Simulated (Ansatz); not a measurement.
SrO under strains and displacements

These are results of DFT PBE, scalar-relativistic, plane waves, PAW (Ansatz), not measurements.

Plane waves to 420 eV, a k mesh through Γ of 9×9×6 on the computed 4-atom cell and Gaussian smearing (0.02 eV); no spin polarisation.

Reference cell:

```
Sr O
1.0
     3.55329    0.00000    0.00000
    -1.77664    3.07724    0.00000
     0.00000    0.00000    6.21730
Sr O
2 2
Direct
  0.33333 0.66667 0.25000
  0.66667 0.33333 0.75000
  0.00000 0.00000 0.00000
  0.00000 0.00000 0.50000
```

Each variant moves atoms of this cell by the vectors given, if any (Å), and then applies a symmetric strain (tensor components, Cartesian axes). The reference cell isn't relaxed at this level. Energies are per atom at zero smearing, counted from the lowest variant. Pressure is positive in compression.

1. strain (xx yy zz yz xz xy, %) 0.54 0.54 -0.96 0.00 0.00 0.00
2. no strain; moves: O3 (0.375, 0.000, 0.000)
3. strain (xx yy zz yz xz xy, %) 5.41 5.41 -3.59 0.00 0.00 0.00; moves: Sr1 (0.000, 0.000, -0.100); Sr2 (0.000, 0.000, -0.100); O3 (0.000, 0.000, 0.100); O4 (0.000, 0.000, 0.100)
4. no strain; moves: Sr1 (0.000, 0.090, 0.000)
5. no strain; moves: Sr1 (0.000, 0.000, 0.045)
6. strain (xx yy zz yz xz xy, %) 4.00 4.00 1.00 0.00 0.00 0.00

| variant | ΔE (meV/atom) | P (GPa) | largest force (eV/Å) | gap on mesh (eV) | space group |
| --- | --- | --- | --- | --- | --- |
| 1 | 0.0 | 1.48 | 0.00 | 3.01 | P6_3/mmc |
| 2 | 47.0 | 3.57 | 1.09 | 3.14 | C2 |
| 3 | 66.9 | -2.43 | 0.31 | 2.28 | P6_3mc |
| 4 | 2.4 | 1.57 | 0.30 | 3.08 | Amm2 |
| 5 | 1.5 | 1.49 | 0.45 | 3.08 | P3m1 |
| 6 | 21.6 | -4.77 | 0.00 | 2.46 | P6_3/mmc |

An odd mesh misses points on the zone edge, so a gap read on it can be too wide.

This form isn't the usual stable structure of the compound.